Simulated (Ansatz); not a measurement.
Here is an Ansatz 0.2.0 calculation.

The input run.py:

```python
import json

import ase.io
import numpy as np

import ansatz as az

atoms = ase.io.read("POSCAR", format="vasp")

calculation = (
    az.Crystal.from_ase(atoms)
    .calculation()
    .kpoints(9, 9, 4)
    .functional("revpbe")
    .pseudopotentials(kind="paw")
    .occupations(method="fermi_dirac", width=0.05)
    .relax(force_tolerance=0.01, max_steps=40)
    .forces()
    .stress()
)
outcome = calculation.run(threads=2, events_out="events.jsonl")

report = outcome.report
for line in open("events.jsonl"):
    event = json.loads(line)
    if event["event"] == "scf_iter":
        d = event["data"]
        print(f"SCF {d['iter']:3d}  HF = {d['harris_foulkes_ev']:.6f} eV  dr2 = {d['dr2_ev']:.2e} eV")
    elif event["event"] in ("relax_step", "md_step"):
        d = event["data"]
        print(f"{event['event']} {d['step']:3d}  E = {d['lagrangian_ev']:.6f} eV")
np.set_printoptions(precision=5, suppress=True, linewidth=110)
print("converged:", report["converged"], "after", report["n_iterations"], "iterations")
print(f"free energy {report['free_energy_ev']:.6f} eV, Fermi level {report['fermi_energy_ev']:.4f} eV")
for key in ("band_edges_ev", "magnetization_mub", "site_moments_mub", "site_moments_nc_mub", "forces_ev_ang",
                "stress_gpa"):
    if report.get(key) is not None:
        print(key, np.array(report[key]), sep="\n")
```

POSCAR

```
Zn
1.0
    2.6700000000      0.0000000000      0.0000000000
   -1.3350000000      2.3122878281      0.0000000000
    0.0000000000      0.0000000000      4.9660000000
Zn
2
Direct
    0.6663810000      0.3352880000      0.7509510000
    0.3372850000      0.6718940000      0.2458180000
```

Potentials or basis: Ansatz PAW.

The run is started by

```sh
$ python run.py
```

Estimate the energy gained by relaxing.

0.4 meV/atom.

Forces on the atoms (eV/Å):
```
Zn   0.002  0.002 -0.005
Zn  -0.002 -0.002  0.005
```

Caveat: the potentials were made for another functional, which shifts forces and pressure.
